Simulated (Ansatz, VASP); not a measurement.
# Sb in two plane-wave programs

Wanted: the spread between two codes on one cell, functional and k mesh. The cell is taken from a series of runs on this material, whose earlier steps may have relaxed, scaled, displaced or heated it; both programs get it as it stands. Other levels of theory on this material are compared in a session of their own.

Method: plane waves, with VASP 6.6.1 beside it; single point at PBE, spin-orbit coupling, in Ansatz 0.2.0.

## Step 1: Set-up

The cell holds 2 atoms: 2 Sb. Cell: a = 4.087 Å, b = 4.087 Å, c = 26.500 Å, α = 90.0°, β = 90.0°, γ = 120.0°. Vacuum lies along c.

## Step 2: Ansatz: single point, PBE, spin-orbit coupling

Ansatz runs on its PAW fully relativistic soft_1 files.

With cell and atoms fixed, the geometry can't cause a difference; cores, projectors, grids and the points listed under the comparison can.

input.yaml reads:

```yaml
crystal:
  lattice:
    - [4.0871026385, 0.0, 0.0]
    - [-2.0435513193, 3.5395347128, 0.0]
    - [0.0, 0.0, 26.5]
  atoms:
    - { symbol: Sb, position: [0.3333333333, 0.6666666667, 0.4689640862] }
    - { symbol: Sb, position: [0.6666666667, 0.3333333333, 0.5310359138] }
  periodic: [true, true, false]
kpoints:
  mp_grid: { grid: [6, 6, 1] }
  band_path:
    path:
      - [0.0, 0.0, 0.0]
      - [0.5, 0.0, 0.0]
      - [0.3333333333, 0.3333333333, 0.0]
      - [0.3, 0.0, 0.0]
    npoints: 1
hamiltonian:
  xc: pbe
  pseudopotentials: { kind: paw_fr, azcp: { folder: soft_1 } }
scf:
  occupations: { method: fermi_dirac, width: 0.02 }
  n_extra_bands: 8
magnetization:
  noncollinear: true
  spin_orbit: true
output:
  eigenvalues: true
```

The run is started by

```bash
ansatz run input.yaml --threads 4 --pin off --max-ram 17510MiB --backend cpu --events-out ev --progress --plain --runs-dir out
```

Numbers of over 12 decimals in the logs are rounded to 6 here.

The log of the run:

```text
scf.n_extra_bands = 8 over 30 filled bands (N_el = 30.0): the run solves 38 bands
Engine: ansatz 0.2.0, aarch64-unknown-linux-gnu
Pseudopotentials: kind: paw_fr
Pseudopotential: Sb, paw, valence charge 15, recommended cutoff 420 eV (normal), soft_1/Sb.paw.azcp
Functional definition: PBE
  parameter kappa = 0.804
  parameter beta = 0.066725
  exchange = pbe_x(kappa = kappa, mu = beta*pi^2/3)
  correlation = pbe_c(beta = beta)
non-collinear run that drives no moment, with spin-orbit: no starting moment large enough to seed its density (crystal.atoms[].spin), no starting occupations that ask for one, no magnetisation constraint and no magnetic field, so the semilocal B_xc is pinned to zero
Crystal: 2 atoms, lattice volume = 383.361 Å³
Basis set: ecut = 420 eV, 7421 PW (Γ)
Bands: 38, of which v1, the nominal top of the filled ones, is band 30 counted from 1 (29 counted from 0)
Symmetry: 12 space group operations + 12 with time reversal
Magnetic group: BNS 164.86 (UNI 1316), of the structure as read, at distance tolerance 7.3e-5 Å
k-points: 7 of 36
Projection manifold: j_resolved (fully-relativistic pseudo-atomic orbitals)
Non-local potential: Sb, projectors of the file, resolved by j, l = 0: 2, l = 1: 4, l = 2: 4, l = 3: 2
PAW form: soft (Blöchl's): semilocal exchange-correlation on the pseudo side does not see the compensation charge
PAW one-centre angular grid: Sb, 590 points (default); XC on 96 Gauss nodes
Initial density: superposition of atomic densities (neutral atoms: chi_scale 0, normalization atom)
Initial wavefunctions: pseudopotential atomic-orbital guess
Functional: x = pbe(κ = 0.804, μ = 0.219515), c = pbe(β = 0.066725)
iter 1 solved again at ethr=8.23e-4 eV; its pass at ethr=3.10e-3 eV (dr2=2.47e-1 eV) is discarded
SCF iter   1: F=—  HF=-12973.827297 eV  |F-HF|=—  |Δ(HF+E_count)|=         —  Δρ=7.76e-3  dr2=2.48e-1  dr2_m=0.00e0 (ungated)  ethr=8.23e-4  |M|=0.00e0 ∫|m|=0.00e0 μB  |m|>n=0.0e0 m-floor=0.0e0 τ_xc=0.0e0  β_m=0.30  ⟨swp⟩=2.4  Hψ=1196  notcnv=0
preconditioner: auto → Resta (q_TF=auto, 1.784 Å⁻¹)  ε∞=1.6  [insulator: Δε(μ)=1.048 eV  Ē_g=8.025 eV  σ=0.020 eV  W_gap=1.00  n_scr=20 (ndim 8)  ℏωp=6.0 eV  f_vac=0.763  D(μ)=0.00/eV (n_scr^D=0)  ε∞_Penn≈1.6  vacuum switching on, ρ_ref=4.7e-3 e/Å³]
spin=Noncollinear: Resta preconditioning applied to the charge; magnetization (m_x, m_y, m_z) channels mix plain (no charge-response kernel on spin).
SCF iter   2: F=—  HF=-12973.805959 eV  |F-HF|=—  |Δ(HF+E_count)|=   2.13e-2  Δρ=5.53e-3  dr2=1.17e-1  dr2_m=0.00e0 (ungated)  ethr=8.23e-4  |M|=0.00e0 ∫|m|=0.00e0 μB  |m|>n=0.0e0 m-floor=0.0e0 τ_xc=0.0e0  β_m=0.63  ⟨swp⟩=2.3  Hψ=185  notcnv=0
SCF iter   3: F=—  HF=-12973.793853 eV  |F-HF|=—  |Δ(HF+E_count)|=   1.21e-2  Δρ=5.49e-4  dr2=5.12e-4  dr2_m=0.00e0 (ungated)  ethr=3.91e-4  |M|=0.00e0 ∫|m|=0.00e0 μB  |m|>n=0.0e0 m-floor=0.0e0 τ_xc=0.0e0  β_m=0.68  ⟨swp⟩=5.9  Hψ=272  notcnv=0  defer=2
SCF iter   4: F=—  HF=-12973.794188 eV  |F-HF|=—  |Δ(HF+E_count)|=   3.35e-4  Δρ=2.00e-4  dr2=6.86e-5  dr2_m=0.00e0 (ungated)  ethr=1.71e-6  |M|=0.00e0 ∫|m|=0.00e0 μB  |m|>n=0.0e0 m-floor=0.0e0 τ_xc=0.0e0  β_m=0.84  ⟨swp⟩=3.1  Hψ=306  notcnv=0  defer=4
SCF iter   5: F=—  HF=-12973.794247 eV  |F-HF|=—  |Δ(HF+E_count)|=   5.91e-5  Δρ=3.26e-5  dr2=2.89e-6  dr2_m=0.00e0 (ungated)  ethr=2.29e-7  |M|=0.00e0 ∫|m|=0.00e0 μB  |m|>n=0.0e0 m-floor=0.0e0 τ_xc=0.0e0  β_m=0.80  ⟨swp⟩=3.3  Hψ=282  notcnv=0  defer=4
SCF iter   6: F=—  HF=-12973.794246 eV  |F-HF|=—  |Δ(HF+E_count)|=   1.02e-6  Δρ=6.98e-6  dr2=1.39e-7  dr2_m=0.00e0 (ungated)  ethr=9.63e-9  |M|=0.00e0 ∫|m|=0.00e0 μB  |m|>n=0.0e0 m-floor=0.0e0 τ_xc=0.0e0  β_m=0.79  ⟨swp⟩=2.9  Hψ=260  notcnv=0  defer=4
SCF iter   7: F=-12973.794246 eV  HF=-12973.794246 eV  |F-HF|=2.10e-8  |Δ(HF+E_count)|=   8.85e-8  Δρ=1.61e-6  dr2=1.05e-8  dr2_m=0.00e0 (ungated)  ethr=3.33e-10  |M|=0.00e0 ∫|m|=0.00e0 μB  |m|>n=0.0e0 m-floor=0.0e0 τ_xc=0.0e0  ⟨swp⟩=12.1  Hψ=575  notcnv=0
SCF 1 converged in 7 iterations: F = -12973.794246 eV  dr2 = 1.05e-8
  greatest PAW one-centre occupation: 0.995 electrons in one spin orbital (limit 2), on the Sb atom at site 0 (counted from 0), in its partial waves of l = 2
NSCF: frozen V_eff on 4 k-points
SCF converged after 7 iterations
Magnetization: |M| = 0.0000 μB,  M = (+0.0000, +0.0000, +0.0000) μB
Absolute magnetization: 0.0000 μB (∫|m|)
  site 0: m = (+0.0000, +0.0000, +0.0000) μB, |m| = 0.0000 μB  (R = 1.19 Å)
  site 1: m = (+0.0000, +0.0000, +0.0000) μB, |m| = 0.0000 μB  (R = 1.19 Å)
Free energy (F): -12973.794246 eV
Harris-Foulkes:  -12973.794246 eV  (|F-HF|=2.10e-8)
Internal energy: -12973.794246 eV  (E = F + TS)
E sigma→0 (E₀):  -12973.794246 eV
Fermi energy:    -4.004043 eV
--- Per-component energies (eV) ---
  E_band       = -756.269896
  E_kinetic    = 324.349099
  E_local      = -34363.570799  (includes V_loc(G=0)·N_el)
  E_nonlocal   = 780.835658
  E_hartree    = 16698.743718
  E_xc         = -196.554445
  E_vxc        = -179.839103  (∫ρ·V_xc dr)
  E_paw        = -9093.316738  (= ΣΔE_a)
  E_vpaw       = -715.532694  (= ΣTr[D̂ρ^β])
  E_aug_tail   = 0.000277  (compensation charges beyond the density's cutoff)
  E_ewald      = 12875.718984
  E_smearing   = -0.000000  (= −TS)
  E_closure    = -0.000000  (closes the sum)
  Σ components = -12973.794246   (vs F -12973.794246, Δ=0.00e0)
--- Band table (eV; the first three rows and the last of 7) ---
  k-point 0: bands = [... 26 lower, -4.8507, -4.8507, -4.4611, -4.4611, -3.1605, -3.1605, -2.1616, -2.1616, ... 4 higher]
  k-point 1: bands = [... 26 lower, -5.5214, -5.5214, -5.1181, -5.1181, -3.0083, -3.0083, -1.5485 (-1.5485°), -1.5485 (-1.5485°), ... 4 higher]
  k-point 2: bands = [... 26 lower, -6.1417, -6.1417, -5.5785, -5.5785, -3.5111, -3.5111, -1.7194, -1.7194, ... 4 higher]
  k-point 6: bands = [... 26 lower, -6.7237, -6.7237, -6.5440, -6.5440, -3.3376, -3.3376, -1.2825, -1.2825, ... 4 higher]
  ° read free of the cell's end (the report's vacuum.weakly_bound_levels)
```

In the SCF lines HF is the Harris–Foulkes energy and dr2 the Hartree energy of the density residual, in eV; the loop may stop once dr2 is under the threshold and the program's other checks hold. Hψ counts applications of the Hamiltonian.

## Step 3: VASP: single point, PBE, spin-orbit coupling

The same cell, functional, mesh and smearing now go to VASP, with its own data sets.

Lines of VASP's logs that name or quote its potential files are left out, and so is its time.

INCAR reads:

```
SYSTEM = Sb
PREC = Accurate
ENCUT = 400
EDIFF = 1E-06
NELM = 200
ISMEAR = -1
SIGMA = 0.02
LREAL = .FALSE.
ALGO = Normal
GGA = PE
LNONCOLLINEAR = .TRUE.
MAGMOM = 0 0 0 0 0 0
NBANDS = 22
GGA_COMPAT = .FALSE.
LASPH = .TRUE.
LSORBIT = .TRUE.
LORBIT = 11
LWAVE = .FALSE.
LCHARG = .FALSE.
ISIF = 2
LDIPOL = .TRUE.
IDIPOL = 3
DIPOL = 0.5 0.5 0.5
LVHAR = .TRUE.
EFERMI = MIDGAP
NELMDL = -8
KPAR = 2
```

POSCAR reads:

```
Sb
1.0
    4.0871026385      0.0000000000      0.0000000000
   -2.0435513193      3.5395347128      0.0000000000
    0.0000000000      0.0000000000     26.5000000000
Sb
2
Direct
    0.3333333333      0.6666666667      0.4689640862
    0.6666666666      0.3333333334      0.5310359138
```

KPOINTS reads:

```
Automatic mesh
0
Gamma
6 6 1
0 0 0
```

Potentials, in the order of the species: Sb (PBE family, release 64).

The run is started by

```bash
mpirun -np 2 vasp_ncl
```

The log of the run:

```text
[banner, memory and clock lines left out]
running    2 mpi-ranks, on    1 nodes
 distrk:  each k-point on    1 cores,    2 groups
 distr:  one band on    1 cores,    1 groups

 POSCAR found type information on POSCAR Sb
 POSCAR found :  1 types and       2 ions
 LDA part: xc-table for (Slater+PW92), standard interpolation
 POSCAR, INCAR and KPOINTS ok, starting setup
 FFT: planning ... GRIDC
 FFT: planning ... GRID_SOFT
 FFT: planning ... GRID
 WAVECAR not read
 entering main loop
       N       E                     dE             d eps       ncg     rms          rms(c)
DAV:   1     0.558643232827E+02    0.55864E+02   -0.20909E+03   308   0.455E+02
DAV:   2    -0.144297734331E+01   -0.57307E+02   -0.51578E+02   446   0.905E+01
DAV:   3    -0.806340137591E+01   -0.66204E+01   -0.65844E+01   440   0.365E+01
DAV:   4    -0.825610856644E+01   -0.19271E+00   -0.19263E+00   400   0.765E+00
DAV:   5    -0.826096820932E+01   -0.48596E-02   -0.48596E-02   476   0.138E+00
DAV:   6    -0.826104498613E+01   -0.76777E-04   -0.76775E-04   418   0.140E-01
DAV:   7    -0.826104979521E+01   -0.48091E-05   -0.48090E-05   478   0.309E-02
DAV:   8    -0.826104988847E+01   -0.93263E-07   -0.93071E-07   356   0.325E-03    0.350E+00
DAV:   9    -0.823131621022E+01    0.29734E-01   -0.13600E-02   356   0.618E-01    0.215E+00
DAV:  10    -0.821732485485E+01    0.13991E-01   -0.89975E-03   370   0.516E-01    0.128E+00
DAV:  11    -0.821176334070E+01    0.55615E-02   -0.97771E-03   364   0.540E-01    0.827E-02
DAV:  12    -0.821161486439E+01    0.14848E-03   -0.10202E-03   374   0.168E-01    0.287E-02
DAV:  13    -0.821147008643E+01    0.14478E-03   -0.15152E-04   406   0.664E-02    0.166E-02
DAV:  14    -0.821145014822E+01    0.19938E-04   -0.29885E-05   382   0.241E-02    0.108E-02
DAV:  15    -0.821147716337E+01   -0.27015E-04   -0.31957E-05   354   0.212E-02    0.711E-03
DAV:  16    -0.821155675602E+01   -0.79593E-04   -0.19837E-05   366   0.169E-02    0.419E-03
DAV:  17    -0.821164084638E+01   -0.84090E-04   -0.94593E-06   360   0.131E-02    0.235E-03
DAV:  18    -0.821167119633E+01   -0.30350E-04   -0.87981E-07   358   0.386E-03    0.141E-03
DAV:  19    -0.821169453413E+01   -0.23338E-04   -0.78375E-07   314   0.310E-03    0.975E-04
DAV:  20    -0.821171162718E+01   -0.17093E-04   -0.44103E-07   342   0.188E-03    0.515E-04
DAV:  21    -0.821172334675E+01   -0.11720E-04   -0.59286E-07   316   0.204E-03    0.198E-04
DAV:  22    -0.821172772745E+01   -0.43807E-05   -0.73964E-08   286   0.813E-04    0.143E-04
DAV:  23    -0.821173013148E+01   -0.24040E-05   -0.58586E-08   300   0.613E-04    0.596E-05
DAV:  24    -0.821173104259E+01   -0.91111E-06   -0.26581E-08   286   0.401E-04
   1 F= -.82117310E+01 E0= -.82117310E+01  d E =-.723556E-11  mag=    -0.0000    -0.0000     0.0000
```

Parts of OUTCAR (step 3):

```text
ion  position               nearest neighbor table
   1  0.333  0.667  0.469-   2 2.88   2 2.88   2 2.88
   2  0.667  0.333  0.531-   1 2.88   1 2.88   1 2.88

  LATTYP: Found a hexagonal cell.
 ALAT       =     4.0871026385
 C/A-ratio  =     6.4838107442

 Subroutine GETGRP returns: Found 12 space group operations
 (whereof 12 operations were pure point group operations)

The static configuration has the point symmetry D_3d.

 Found      7 irreducible k-points:

   k-points           NKPTS =      7   k-points in BZ     NKDIM =      7   number of bands    NBANDS=     22

   dimension x,y,z NGX =    28 NGY =   28 NGZ =  180
   dimension x,y,z NGXF=    56 NGYF=   56 NGZF=  360

   ENCUT  =  400.0 eV  29.40 Ry    5.42 a.u.   6.67  6.67 43.21*2*pi/ulx,y,z

   NELECT =      10.0000    total number of electrons

 k-points in reciprocal lattice and weights: Automatic mesh
   0.00000000  0.00000000  0.00000000       0.028
   0.16666667  0.00000000  0.00000000       0.167
   0.33333333 -0.00000000  0.00000000       0.167
   0.50000000  0.00000000  0.00000000       0.083
   0.16666667  0.16666667  0.00000000       0.167
   0.33333333  0.16666667  0.00000000       0.333
   0.33333333  0.33333333  0.00000000       0.056

 dipolmoment           0.000000      0.000000      0.000000 electrons x Angstroem

 average (electrostatic) potential at core
       1 -95.2455       2 -95.2455

 E-fermi :  -2.2265

 k-point     1 :       0.0000    0.0000    0.0000
  band No.  band energies     occupation
    ...
      6      -3.8309      1.00000
      7      -3.0804      1.00000
      8      -3.0804      1.00000
      9      -2.7069      1.00000
     10      -2.7069      1.00000
     11      -1.4259      0.00000
     12      -1.4259      0.00000
     13      -0.3791      0.00000
     14      -0.3791      0.00000
     15       0.0687      0.00000
    ...

 k-point     2 :       0.1667    0.0000    0.0000
  band No.  band energies     occupation
    ...
      6      -4.8693      1.00000
      7      -3.7313      1.00000
      8      -3.7313      1.00000
      9      -3.3432      1.00000
     10      -3.3432      1.00000
     11      -1.2401      0.00000
     12      -1.2401      0.00000
     13       0.2312      0.00000
     14       0.2312      0.00000
     15       0.4561      0.00000
    ...

 k-point     3 :       0.3333   -0.0000    0.0000
  band No.  band energies     occupation
    ...
      6      -6.0932      1.00000
      7      -4.3695      1.00000
      8      -4.3695      1.00000
      9      -3.7828      1.00000
     10      -3.7828      1.00000
     11      -1.7462      0.00000
     12      -1.7462      0.00000
     13       0.0508      0.00000
     14       0.0508      0.00000
     15       0.6210      0.00000
    ...

  Total        0.4702494      0.4702494      0.1542957     -0.0000000     -0.0000000     -0.0000000
  in kB        1.9653108      1.9653108      0.6448470     -0.0000000     -0.0000000     -0.0000000
  external PRESSURE =       1.5251562 kB  Pullay stress =       0.0000000 kB

  energy-cutoff  :      400.00
  volume of cell :      383.36
      direct lattice vectors                 reciprocal lattice vectors
     4.087102639  0.000000000  0.000000000     0.244672104  0.141261505  0.000000000
    -2.043551319  3.539534713  0.000000000     0.000000000  0.282523010  0.000000000
     0.000000000  0.000000000 26.500000000     0.000000000  0.000000000  0.037735849

 POSITION                                       TOTAL-FORCE (eV/Angst)
 -----------------------------------------------------------------------------------
     -0.00000      2.35969     12.42755        -0.000000      0.000000     -0.096338
      2.04355      1.17984     14.07245         0.000000     -0.000000      0.096338
 -----------------------------------------------------------------------------------
    total drift:                                0.000000     -0.000000     -0.000000

  FREE ENERGIE OF THE ION-ELECTRON SYSTEM (eV)
  ---------------------------------------------------
  free  energy   TOTEN  =        -8.2117310426 eV

  energy  without entropy=       -8.2117310426  energy(sigma->0) =       -8.21173104

 vacuum level on the upper side and lower side of the slab         1.796         1.796

 Spin-Orbit-Coupling matrix elements
 Ion:    1  E_soc:     -0.1301296
 Ion:    2  E_soc:     -0.1301296

 total charge
# of ion       s       p       d       tot
------------------------------------------
    1        1.210   1.172   0.027   2.409
    2        1.210   1.172   0.027   2.409
--------------------------------------------------
tot          2.419   2.345   0.054   4.818

 magnetization (x)
# of ion       s       p       d       tot
------------------------------------------
    1        0.000   0.000   0.000   0.000
    2        0.000   0.000   0.000   0.000
--------------------------------------------------
tot          0.000   0.000   0.000   0.000

 magnetization (y)
# of ion       s       p       d       tot
------------------------------------------
    1        0.000   0.000   0.000   0.000
    2       -0.000   0.000   0.000   0.000
--------------------------------------------------
tot          0.000   0.000   0.000   0.000

 magnetization (z)
# of ion       s       p       d       tot
------------------------------------------
    1        0.000   0.000   0.000   0.000
    2        0.000   0.000   0.000   0.000
--------------------------------------------------
tot          0.000   0.000   0.000   0.000

[... 3 further parts left out ...]
```

## Step 4: Comparison

Known differences besides the potentials themselves: spin-orbit coupling enters by fully relativistic files in Ansatz and inside the spheres in VASP; Ansatz cuts the interaction across the vacuum, VASP repeats the sheet with a dipole correction; the data sets hold 30 valence electrons in Ansatz (on its PAW fully relativistic soft_1 files) and 10 in VASP; the cutoff is 420 eV in Ansatz and 400 eV in VASP. Total energies have different zeros and are not compared.

Both answers:

```tsv
quantity	Ansatz	VASP	difference
gap on the k mesh (eV)	0.950	0.961	-0.011
```

A gap on the mesh is an upper bound, since the band edges may lie between its points. With vacuum in the cell, a pressure given here is an average over mostly empty space and none of the material.

## Step 5: Outcome

| Property | Result |
| --- | --- |
| difference in gap on the k mesh (single point, PBE, spin-orbit coupling) | -0.011 eV |

In words: The difference in gap on the k mesh is -0.011 eV (single point, PBE, spin-orbit coupling), within the 0.08 eV picked in this series as the mark of a large difference. The data sets hold unlike numbers of valence electrons (30 in Ansatz and 10 in VASP), so part of the differences comes from the potentials. 8 further runs of this series are not shown here. Such differences can come from data sets, numerical settings and the points named under the comparisons, not from the functional's error against experiment.

[Lines on the potential files, build, host, timing and source positions are cut from VASP's logs without a mark.]

[Logs are printed without paths, hosts, clocks, repeated set-up lines and the standing remarks that a program may print on its own settings, such as how far it seeks lower states.]

[Hosts, paths, dates, database ids (printed as entryN), source tags and the programs' standing remarks are cut or masked in the printed files.]
